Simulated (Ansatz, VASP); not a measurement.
Two plane-wave programs on AlN

```
Al N
1.0
     3.08862    0.00000   -0.15443
    -1.54431    2.67482    0.07722
    -0.24718    0.00000    5.00933
Al N
2 2
Direct
  0.33897 0.66639 0.00332
  0.67257 0.33361 0.50332
  0.32881 0.66916 0.38168
  0.65965 0.33084 0.88168
```

Change from the starting cell: engineering shear strain xz -0.1000, normal strain along z +0.0133.

Alike in both runs: functional LDA; k mesh 9 × 9 × 6; occupations gaussian, width 0.05 eV; no spin polarisation.

Ansatz relaxed the structure, and its values are those at the end. VASP's run is a single point on that final structure, the one shown.

|  | VASP | Ansatz |
| --- | --- | --- |
| version | VASP 6.6.1 | Ansatz 0.2.0 |
| potentials or method | VASP PAW LDA potentials, release 64 (Al, N) | scalar-relativistic, plane waves, PAW |
| plane-wave cutoff (eV) | 520 | 520 |
| valence electrons in the cell | 16 | 16 |

|  | VASP | Ansatz | Ansatz less VASP |
| --- | --- | --- | --- |
| gap on the k mesh at the Fermi level (eV) | 4.02 | 4.02 | -0.006 |
| least direct gap on the mesh (eV) | 4.02 | 4.02 | -0.006 |
| pressure (GPa) | -1.9 | -2.5 | -0.58 |
| rms of the force components (eV/Å) | 0.008 | 0.003 | -0.0056 |

Ansatz warned: «pseudo_functional_mismatch».

Caveats: an odd mesh through Γ misses points on the zone boundary, where band edges often lie.
